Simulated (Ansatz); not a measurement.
## KBr under changes of volume

One of the cells (35.937 Å³/atom); the others are scaled copies at fixed shape and fractional positions:

```
Br K
1.0
     0.00000    3.30000    3.30000
     3.30000    0.00000    3.30000
     3.30000    3.30000    0.00000
Br K
1 1
Direct
  0.50000 0.50000 0.50000
  0.00000 0.00000 0.00000
```

- Program: Ansatz 0.2.0
- Functional: BLYP
- Potentials or basis: Ansatz PAW
- Cutoff: 420 eV (not typed: the program's choice for these potentials)
- k mesh: 7 × 7 × 7
- Occupations: fermi-dirac, width 0.05 eV
- Spin: no spin polarisation

```tsv
volume (Å³/atom)	energy over the lowest point (meV/atom)	pressure (GPa)	gap on the mesh (eV)
33.781	41.22	2.8	4.62
34.500	?	?	?
35.218	20.41	1.9	4.49
35.937	12.95	1.5	4.44
36.656	7.17	1.1	4.38
37.374	2.90	0.8	4.33
38.093	0.00	0.5	4.27
```

Problem. What does the run at 34.500 Å³/atom give?

Solution. Energy over the lowest point 29.77 meV/atom; pressure 2.3 GPa; gap on the mesh 4.56 eV.

Worked out: A Birch-Murnaghan fit of order 3 (a polynomial in V^(-2/3)) to the other rows has no minimum within the range. It gives 29.76 meV/atom at 34.500 Å³/atom, against the run's 29.77, and -dE/dV = 2.3 GPa, against 2.3. A straight line through the other rows of the gap, of slope -2.88 eV per unit of ln V (its deformation potential), gives 4.56 eV, against the run's 4.56.

Energies are extrapolated to zero smearing.

Caveats: odd divisions of the mesh miss points on the zone boundary, where band edges often lie, so the gap on the mesh can be too wide; the PAW data sets come from PBE, with cores solved anew for the run's functional, which leaves a small shift of forces and pressure.

Spin-orbit coupling on Br is left out.
